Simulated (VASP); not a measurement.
This VASP 6.6.1 run on CoO needs a look.

File INCAR:

```
SYSTEM = CoO
ALGO = Normal ; EDIFF = 1E-7
EDIFFG = -0.01 ; ENCUT = 600
IBRION = 2 ; ISIF = 3
ISMEAR = -1 ; ISPIN = 2
LASPH = .TRUE. ; LCHARG = .FALSE.
LMAXMIX = 4 ; LORBIT = 11
LREAL = .FALSE. ; LWAVE = .FALSE.
MAGMOM = 2 0 ; NELM = 63
NSW = 2 ; PREC = Accurate
PSTRESS = 0 ; SIGMA = 0.05
```

Contents of KPOINTS:

```
k-points
0
G
  8 8 8
  0 0 0
```

The input POSCAR:

```
CoO
1.0
    0.0000000000      2.1315000000      2.1315000000
    2.1315000000      0.0000000000      2.1315000000
    2.1315000000      2.1315000000      0.0000000000
Co O
1 1
Direct
    0.0000000000      0.0000000000      0.0000000000
    0.5000000000      0.5000000000      0.5000000000
```

Potentials or basis: VASP PAW LDA potentials, release 64 (Co, O).

Launch:

```sh
$ cat potpaw_LDA.64/Co/POTCAR potpaw_LDA.64/O/POTCAR > POTCAR
$ mpirun -np 1 vasp_std > vasp.out
```

OUTCAR:

```text
SYSTEM = CoO
   EDIFF = 1E-7
   EDIFFG = -0.01
   ENCUT = 600
   IBRION = 2
   ISIF = 3
   ISMEAR = -1
   ISPIN = 2
   LASPH = .TRUE.
   LORBIT = 11
   LREAL = .FALSE.
   NELM = 63
   NSW = 2
   PREC = Accurate
   PSTRESS = 0

 ion  position               nearest neighbor table
   1  0.000  0.000  0.000-   2 2.13   2 2.13   2 2.13   2 2.13   2 2.13   2 2.13
   2  0.500  0.500  0.500-   1 2.13   1 2.13   1 2.13   1 2.13   1 2.13   1 2.13

  LATTYP: Found a face centered cubic cell.
 ALAT       =     4.2630000000

  Lattice vectors:
[... 1722 lines left out ...]
 -----------------------------------------------------------------------------
  energy-cutoff  :      600.00
  volume of cell :       16.11
      direct lattice vectors                 reciprocal lattice vectors
     0.000000000  2.004666661  2.004666661    -0.249418025  0.249418025  0.249418025
     2.004666661  0.000000000  2.004666661     0.249418025 -0.249418025  0.249418025
     2.004666661  2.004666661 -0.000000000     0.249418025  0.249418025 -0.249418025

 POSITION                                       TOTAL-FORCE (eV/Angst)
 -----------------------------------------------------------------------------------
      4.00933      4.00933      4.00933         0.000000      0.000000     -0.000000
      2.00467      2.00467      2.00467        -0.000000      0.000000      0.000000
 -----------------------------------------------------------------------------------
    total drift:                                0.000000     -0.000000      0.000000

  FREE ENERGIE OF THE ION-ELECTRON SYSTEM (eV)
  ---------------------------------------------------
  free  energy   TOTEN  =       -14.8532912797 eV

  energy  without entropy=      -14.8244091449  energy(sigma->0) =      -14.83885021

 total charge

# of ion       s       p       d       tot
------------------------------------------
    1        0.350   0.488   7.412   8.250
    2        1.546   3.454   0.000   5.000
--------------------------------------------------
tot          1.896   3.942   7.412  13.250

 magnetization (x)

# of ion       s       p       d       tot
------------------------------------------
    1        0.018   0.015   1.548   1.581
    2        0.028   0.104   0.000   0.132
--------------------------------------------------
tot          0.046   0.118   1.548   1.712
```

On the terminal:

```text
POSCAR found type information on POSCAR CoO
 POSCAR found :  2 types and       2 ions
 scaLAPACK will be used
 LDA part: xc-table for (Slater(with rela. corr.)+CA(PZ))
 , standard interpolation
 POSCAR, INCAR and KPOINTS ok, starting setup
 FFT: planning ... GRIDC
 FFT: planning ... GRID_SOFT
 FFT: planning ... GRID
 WAVECAR not read
 entering main loop
 curvature:   0.00 expect dE= 0.000E+00 dE for cont linesearch  0.000E+00
 trial: gam= 0.00000 g(F)=  0.147E-59 g(S)=  0.440E+00 ort = 0.000E+00 (trialstep = 0.100E+01)
 search vector abs. value=  0.440E+00
 bond charge predicted
 trial-energy change:   -0.194958  1 .order   -0.142475   -0.440368    0.155419
 step:   0.8179(harm=  0.7391)  dis= 0.00000  next Energy=   -14.867128 (dE=-0.209E+00)
```

**Question.** What happened, and what is wrong with the input?

**Answer.** The calculation stopped without meeting its thresholds. The input holds a flaw that was put in on purpose: too few ionic steps (NSW = 2).
